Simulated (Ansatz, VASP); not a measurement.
# AlN: VASP beside Ansatz

```xyz
4
Lattice="2.7814 0.0000 0.0000 -1.3907 2.4088 0.0000 0.0000 0.0000 4.7738" Properties=species:S:1:pos:R:3 pbc="T T T"
Al    0.0000    0.0000    0.0000
Al    0.0000    0.0000    2.3869
N     0.0000    1.6059    1.1934
N     1.3907    0.8029    3.5803
```

Alike in both runs: functional PBE; k mesh 12 × 12 × 7; occupations fermi-dirac, width 0.08 eV; no spin polarisation.

Ansatz relaxed the structure, and its values are those at the end. VASP's run is a single point on that final structure, the one shown.

```csv
,VASP,Ansatz
version,VASP 6.6.1,Ansatz 0.2.0
potentials or method,"VASP PAW PBE potentials, release 64 (Al, N)","PAW with Ansatz's default frozen-core files, scalar-relativistic"
plane-wave cutoff (eV),520,420
valence electrons in the cell,16,16
```

|  | VASP | Ansatz | Ansatz less VASP |
| --- | --- | --- | --- |
| gap on the k mesh at the Fermi level (eV) | 5.22 | 5.24 | +0.013 |
| pressure (GPa) | 20.7 | 21.0 | +0.34 |

Caveats: so large a pressure means that the cell lies far from this level's equilibrium, or that cutoff or potentials fall short (VASP); an odd mesh through Γ misses points on the zone boundary, where band edges often lie.
